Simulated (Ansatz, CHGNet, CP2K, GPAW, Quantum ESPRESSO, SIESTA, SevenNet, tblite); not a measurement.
# Running Priceite (P2_1/c), Ca2B5H7O13 (108 atoms) with tblite

Aim: run Priceite (P2_1/c), Ca2B5H7O13 (108 atoms) in tblite and see how near its forces come to a plane-wave reference, and at what cost.

Method: the method is named at each step, in tblite 0.8.0.

## 1. The starting structure

The cell holds 108 atoms: 8 Ca, 20 B, 28 H and 52 O. Its edges and angles: a = 11.580 Å, b = 6.984 Å, c = 12.352 Å, α = 90.0°, β = 110.6°, γ = 90.0°. It derives from Ca2B5H7O13 (P2_1/c), repeated 1×1×1. Ca2B5H7O13, space group P2_1/c, structure from the Crystallography Open Database, 1 x 1 x 1 conventional cells; every coordinate displaced by a Gaussian of 0.02 Å; bonds to H set to neutron lengths (C-H 1.089, N-H 1.015, O-H 0.983, B-H 1.19 Å) where the listed ones are shorter. Then every atom was moved at random, 0.05 Å r.m.s. a Cartesian component (hydrogen 0.6 of that).

The yardstick, on the same geometry:

* method: Kohn-Sham DFT, PBE, SSSP efficiency 1.3.0 pseudopotentials, plane waves (Quantum ESPRESSO 7.5); sssp-pbe-1.3.0-efficiency, cutoffs 60/480 Ry, Γ point
* r.m.s. force component: 2.053 eV/Å
* longest force: 12.41 eV/Å
* pressure: 3.535 GPa
* gap (highest filled to lowest empty level): 4.711 eV
* time: 3.9 min on 2 MPI ranks of Arm Neoverse V1, shared host
* CPU time: 7.8 min

## 2. GFN1-xTB

Method: GFN1-xTB tight binding, diagonalisation.

run.py

```python
import numpy as np
from ase.io import read
from tblite.ase import TBLite

atoms = read("structure.xyz")
atoms.calc = TBLite(method="GFN1-xTB", electronic_temperature=580, accuracy=1.0, max_iterations=250, mixer_damping=0.4, verbosity=1)
energy = atoms.get_potential_energy()
forces = atoms.get_forces()
print(f"energy {energy:.6f} eV")
print("forces (eV/A)")
for i, (a, f) in enumerate(zip(atoms, forces)):
    print(f"{i:4d} {a.symbol:2s} {f[0]:10.5f} {f[1]:10.5f} {f[2]:10.5f}")
stress = -atoms.get_stress(voigt=False) * 160.21766
print("stress (GPa, compression positive)")
for row in stress:
    print(" ".join(f"{x:10.4f}" for x in row))
print("charges (e)")
print(np.array2string(atoms.get_charges(), precision=4, suppress_small=True, max_line_width=110, threshold=100000))
```

structure.xyz

```xyz
108
Lattice="11.58000 0.00000 0.00000 0.00000 6.98440 0.00000 -4.34050 0.00000 11.56425" Properties=species:S:1:pos:R:3 pbc="T T T"
Ca -2.36439 5.30717 6.70137
Ca 7.40327 1.85059 10.66420
Ca 9.72831 1.72759 4.92290
Ca -0.23062 5.11831 0.97880
Ca 1.98674 1.73039 4.42957
Ca 7.46489 5.08653 1.40853
Ca 5.29685 5.26093 7.29427
Ca -0.19859 1.82286 10.17226
B 1.33349 5.29578 4.08253
B 8.11348 1.72913 1.71336
B 5.83304 1.76147 7.50890
B -0.89633 5.26736 9.92525
B -1.30683 5.09722 3.71559
B 10.55534 1.66906 2.08145
B 8.50352 1.86218 7.75475
B -3.47392 5.42101 9.49517
B -0.11067 3.77758 5.56934
B 9.32264 0.22175 0.25349
B 7.29690 3.24977 5.98288
B -2.08708 6.76593 11.35181
B 0.79063 1.94397 7.13503
B 4.28233 5.49407 10.14717
B 6.37029 4.99936 4.29704
B 3.00305 1.53999 1.46669
B 0.32108 4.34954 8.02351
B 4.77233 0.93193 9.33871
B 6.96213 2.63521 3.59336
B 2.43771 6.11400 2.17292
H 2.87254 1.54865 7.48658
H 2.18275 5.03023 9.90131
H 4.34463 5.46061 4.11155
H 5.08753 1.89005 1.68029
H 0.49044 0.03625 8.17546
H 4.46772 3.49499 9.12905
H 6.62372 6.96994 3.38243
H 2.77929 3.46706 2.37229
H 0.83359 6.42970 5.70996
H 8.58540 2.99673 0.12281
H 6.46110 0.47913 5.94541
H -1.34463 3.94730 11.38373
H 8.76195 5.99059 4.35926
H 0.71298 2.54889 1.34700
H -1.49723 0.94611 7.15168
H 6.55816 4.42343 10.11629
H 9.34847 3.71822 2.71239
H 0.07234 0.27805 3.04891
H -2.07334 3.24432 8.86677
H 7.19564 6.76334 8.55084
H 4.53317 1.76475 5.15338
H 4.84158 5.27071 0.63592
H 2.63982 5.24193 6.43042
H 2.40104 1.76307 10.86727
H 4.47676 3.42403 4.65207
H 4.93121 6.79331 1.16718
H 2.72539 3.62127 6.90895
H 2.34238 0.20171 10.42286
[... 48 atom lines left out ...]
O 0.65025 3.15283 8.29700
O 4.39991 6.55884 9.07678
O 6.53781 3.93585 3.26794
O 2.90297 0.47997 2.49291
```

Run with:

```bash
OMP_NUM_THREADS=1 python run.py > output.txt
```

The program printed:

```text
------------------------------------------------------------
  cycle        total energy    energy error   density error
------------------------------------------------------------
      1     -276.9304899324  -2.7797301E+02   9.0897694E-01
      2     -281.0970530764  -4.1665631E+00   8.2858151E-01
      3     -289.2778918744  -8.1808388E+00   4.2214688E-01
      4     -295.2810400632  -6.0031482E+00   1.1551114E-01
      5     -295.0010834415   2.7995662E-01   1.0836435E-01
      6     -295.4494830451  -4.4839960E-01   1.0558149E-02
      7     -295.4528912371  -3.4081920E-03   3.5608983E-03
      8     -295.4534192008  -5.2796369E-04   1.5736083E-03
      9     -295.4535289684  -1.0976759E-04   5.6807734E-04
     10     -295.4535290198  -5.1448808E-08   5.0194494E-04
     11     -295.4535376242  -8.6043609E-06   1.6683551E-04
     12     -295.4535390039  -1.3797467E-06   1.6189418E-05
     13     -295.4535390075  -3.5599896E-09   5.5288272E-06
------------------------------------------------------------
 total:                                   5.237 sec
energy -8039.700302 eV
forces (eV/A)
   0 Ca   -0.26235    0.09780   -0.16337
   1 Ca    0.02353   -0.21368    0.13534
   2 Ca    0.01511   -0.41548   -0.16386
   3 Ca    0.00750    0.32937   -0.29236
   4 Ca    0.42298    0.26251   -0.67863
   5 Ca   -0.41263    0.59499    0.32668
   6 Ca   -0.37222   -0.00379   -0.05556
   7 Ca    0.44155    0.07874   -0.39810
   8 B     1.55492   -1.96004   -0.35831
   9 B    -1.25683   -0.23849   -0.67008
  10 B     1.60295    0.62963   -1.40398
  11 B     2.23239   -0.89278   -1.39409
  12 B     2.88087    0.71792    1.53692
  13 B     4.30190   -1.85477   -2.19624
  14 B    -2.25732    0.95888    0.52419
  15 B     1.34799   -0.66260    1.58334
  16 B     3.37535   -0.20497    0.45397
  17 B     1.82285    0.86502   -0.36381
  18 B    -2.79252    1.32545    0.06808
  19 B    -1.27065   -0.69771    0.38076
  20 B     0.90611   -0.30695    3.18444
  21 B     0.01002    0.15848   -0.66600
  22 B     2.72553    0.39182    0.13977
  23 B    -0.43485   -0.28555    0.70219
[...]
100 O    -0.72741    0.87377   -2.07116
 101 O     0.29490   -0.15301    0.09141
 102 O    -1.63328    0.75918   -0.56733
 103 O    -0.84084    0.11318   -1.58147
 104 O     1.69950   -6.14337    0.08480
 105 O    -0.49835    0.64348   -0.08132
 106 O    -0.08883   -0.36880   -0.97227
 107 O    -0.32129   -2.08047    0.74909
stress (GPa, compression positive)
    0.0475    -2.5928     1.5087
   -2.5928    -1.1957    -0.5335
    1.5087    -0.5335     2.5008
charges (e)
[ 0.2332  0.2125  0.2579  0.2327  0.1475  0.1571  0.1539  0.1598  0.6222  0.6398  0.6322  0.6403  0.6476
  0.6436  0.6371  0.6363  0.6452  0.654   0.6557  0.6519  0.6456  0.6303  0.6289  0.6374  0.6195  0.6251
  0.6238  0.6166  0.3543  0.3485  0.3542  0.3562  0.3687  0.3585  0.3527  0.3693  0.3505  0.344   0.3449
  0.3523  0.4042  0.399   0.4017  0.3988  0.3906  0.3868  0.391   0.3982  0.368   0.3654  0.3724  0.3692
  0.38    0.3796  0.3634  0.3795 -0.546  -0.5452 -0.5316 -0.5442 -0.5394 -0.4849 -0.5331 -0.5585 -0.4966
 -0.5127 -0.5082 -0.5025 -0.483  -0.4536 -0.4778 -0.4509 -0.4644 -0.4404 -0.4898 -0.4677 -0.4689 -0.458
 -0.4516 -0.4807 -0.4168 -0.4397 -0.4373 -0.4236 -0.4142 -0.4542 -0.4176 -0.4385 -0.4626 -0.4396 -0.4155
 -0.422  -0.3894 -0.3932 -0.4283 -0.4101 -0.5402 -0.5148 -0.5584 -0.531  -0.5156 -0.5204 -0.4977 -0.522
 -0.4542 -0.4517 -0.4318 -0.4597]
```

Run time: 5.9 s. Hardware: 1 thread of Arm Neoverse V1, shared host; peak memory 0.11 GiB.

Banners, paths, timers and routine set-up lines are dropped from the logs unmarked, and long logs keep their key lines alone; longer cuts are marked.

Compared with the plane-wave run:

```yaml
r_m_s_force_component: 1.842 eV/Å
r_m_s_difference_of_force_components: 448.3 meV/Å
longest_difference_of_force_vectors: 1509 meV/Å
force_difference_over_r_m_s_force: 21.83 %
slope_of_forces_against_the_reference_s: 0.8787
correlation_of_force_components: 0.9793
pressure: 0.4509 GPa
pressure_difference: -3.084 GPa
```

Length of the force difference by element (eV/Å):

| element | atoms | mean | most |
| --- | --- | --- | --- |
| B | 20 | 0.77 | 1.3 |
| Ca | 8 | 0.58 | 1.0 |
| H | 28 | 0.69 | 1.5 |
| O | 52 | 0.73 | 1.4 |

The surroundings of B26, which has 3 bonded neighbours where the commonest count for B is 4, nearest first, numbered as they follow in the input and with coordinates relative to it.

| atom | x | y | z | distance (Å) | bonds | Mulliken charge (e) | Fx | Fy | Fz (eV/Å) |
| --- | --- | --- | --- | --- | --- | --- | --- | --- | --- |
| B26 | 0.00 | 0.00 | 0.00 | 0.00 | 3 | 0.63 | -0.99 | -4.45 | 2.10 |
| O62 | -0.01 | 0.89 | -0.92 | 1.28 | 2 | -0.48 | -1.75 | 2.59 | -2.11 |
| O90 | 0.41 | 0.20 | 1.25 | 1.33 | 3 | -0.44 | 0.71 | 1.75 | 1.36 |
| O106 | -0.37 | -1.36 | -0.26 | 1.43 | 3 | -0.45 | -0.50 | 0.64 | -0.08 |
| B11 | 1.06 | 0.83 | -1.83 | 2.27 | 4 | 0.63 | 1.60 | 0.63 | -1.40 |
| O75 | 2.29 | 0.59 | -1.01 | 2.57 | 3 | -0.49 | 2.17 | 0.65 | -0.70 |
| B18 | 0.21 | -0.71 | 2.48 | 2.59 | 4 | 0.65 | 1.82 | 0.87 | -0.36 |
| H34 | -0.30 | 2.56 | -0.21 | 2.59 | 1 | 0.36 | 0.92 | 1.97 | 0.96 |
| B22 | -0.49 | -2.42 | 0.81 | 2.60 | 4 | 0.63 | 0.01 | 0.16 | -0.67 |

Atoms are counted from 1 here, from 0 in the log.

Forces lie 22 % from the reference's, at 0.013 times its CPU time (on 1 against 2 cores).

## 3. Outcome

```json
{"force difference from the reference": "tblite GFN1-xTB, 22 %", "its CPU time": "5.9 s"}
```

Tight binding differs by 22 % (tblite GFN1-xTB); it is another model, with fitted parameters of its own, and the xTB methods hold dispersion. One electronic-structure run takes under half the reference's CPU time: tblite GFN1-xTB, at 22 % in 5.9 s against 7.8 min; its pressure misses by -3.1 GPa. Periodic xTB results under one method name differ between programs and library versions. The reference's pressure holds the uncorrected Pulay stress of its 60 Ry basis, so small pressure differences, and their order, may be the reference's own error. The reference's stress is far from hydrostatic: its diagonal is 3.8, 1.5, 5.3 GPa, compression counted positive. The published positions, changed by the recipe (random displacements or longer bonds to H), lie far from the minimum at this level of theory. The reference's pressure of 3.5 GPa belongs to a cell and atoms that aren't relaxed at this level. The electronic-structure runs sample only Γ, in a cell whose shortest periodic width is 7 Å.

[Also dropped from logs without a mark: logging warnings of Python, and SIESTA's first energy breakdown and zero terms.]

[Logs are printed without paths, hosts, clocks, repeated set-up lines and the standing remarks that a program may print on its own settings, such as how far it seeks lower states.]

[Hosts, paths, dates, database ids (printed as entryN), source tags and the programs' standing remarks are cut or masked in the printed files.]
